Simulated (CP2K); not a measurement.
Crystal: Pb.

```
Pb
1.0
     3.50021    0.00000    0.00000
     1.75010    3.03127    0.00000
     1.75010    1.01042    2.85791
Pb
1
Direct
  0.00000 0.00000 0.00000
```

Program: CP2K 2026.2. Alike in all runs: task band structure; no spin polarisation; cell as given; k mesh 9 × 9 × 9.

Problem. Order these runs on this cell by their pressure, lowest first.
A. level r2SCAN; potentials or basis POTENTIAL_UZH Pb GTH-SCAN-q4; TZVP-MOLOPT-SCAN-GTH basis; smearing fermi-dirac 0.05 eV; EPS_DEFAULT 1.0E-9; NGRIDS 5; basis sets Pb TZVP-MOLOPT-SCAN-GTH-q4; potentials Pb GTH-SCAN-q4 of POTENTIAL_UZH; points a segment of the path (NPOINTS) 10
B. level PBE; potentials or basis POTENTIAL_UZH Pb GTH-PBE-q4; TZVP-MOLOPT-PBE-GTH basis; smearing fermi-dirac 0.0259 eV; EPS_DEFAULT 1.0E-10; NGRIDS 4; basis sets Pb TZVP-MOLOPT-PBE-GTH-q4; potentials Pb GTH-PBE-q4 of POTENTIAL_UZH; points a segment of the path (NPOINTS) 8
C. level LDA; potentials or basis GTH_POTENTIALS Pb GTH-PADE-q4; TZVP-MOLOPT-PBE-GTH basis; smearing fermi-dirac 0.0259 eV; EPS_DEFAULT 1.0E-9; NGRIDS 5; basis sets Pb TZVP-MOLOPT-PBE-GTH-q4; potentials Pb GTH-PADE-q4 of GTH_POTENTIALS; points a segment of the path (NPOINTS) 8

Solution. C (-3.2 GPa), A (-0.3 GPa), B (3.3 GPa).

Caveats: the basis of atomic orbitals isn't converged, which shifts pressures, moduli and gaps.
